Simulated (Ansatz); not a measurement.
BaZrO3 built on the cubic perovskite prototype, relaxed with r2SCAN. Space group Pm-3m (No. 221), cubic; a = 4.205 Å in the conventional setting, 14.87 Å³ an atom. Ba is surrounded by 12 O at 2.97 Å; Zr is surrounded by 6 O at 2.10 Å; O is surrounded by 2 Zr at 2.10 Å and 4 Ba at 2.97 Å.

4 runs of Ansatz 0.2.0 on this cell differ in the functional (and in the settings that go with it). Levels are in eV from each run's valence top; v1 is the last filled band, c1 the first empty one.

Run A, mean stress -1.5 GPa (compression positive):
```tsv
point	v2	v1	c1	c2
Γ	-0.28	-0.28	4.69	4.69
X	-0.56	-0.56	5.09	7.34
M	-0.98	-0.05	7.31	7.31
R	0.00	0.00	7.56	7.56
```

Run B, mean stress +2.4 GPa (compression positive):
```tsv
point	v2	v1	c1	c2
Γ	-0.21	-0.21	3.22	3.22
X	-0.44	-0.44	3.58	5.65
M	-0.79	-0.05	5.65	5.65
R	0.00	0.00	6.03	6.03
```

Run C, mean stress -1.5 GPa (compression positive):
```tsv
point	v2	v1	c1	c2
Γ	-0.27	-0.27	5.44	5.44
X	-0.55	-0.55	5.85	8.12
M	-0.98	-0.05	8.10	8.10
R	0.00	0.00	8.32	8.32
```

Run D, mean stress 0.0 GPa (compression positive):
```tsv
point	v2	v1	c1	c2
Γ	-0.23	-0.23	3.73	3.73
X	-0.47	-0.47	4.09	6.17
M	-0.82	-0.05	6.16	6.16
R	0.00	0.00	6.66	6.66
```

Q: Match the runs to PBE, r2SCAN, HSE06, PBE0.

A: A is HSE06, B is PBE, C is PBE0, D is r2SCAN. In order of the gap: PBE 3.22, r2SCAN 3.73, HSE06 4.69, PBE0 5.44 eV. The stress vanishes for r2SCAN, which relaxed the cell.

(Simulation; spin polarisation is off.)

Spin-orbit coupling is left out.

The stress of a hybrid is loosely converged in these runs.

The meshes of the hybrids are coarse, so their gaps aren't converged to the digits shown.
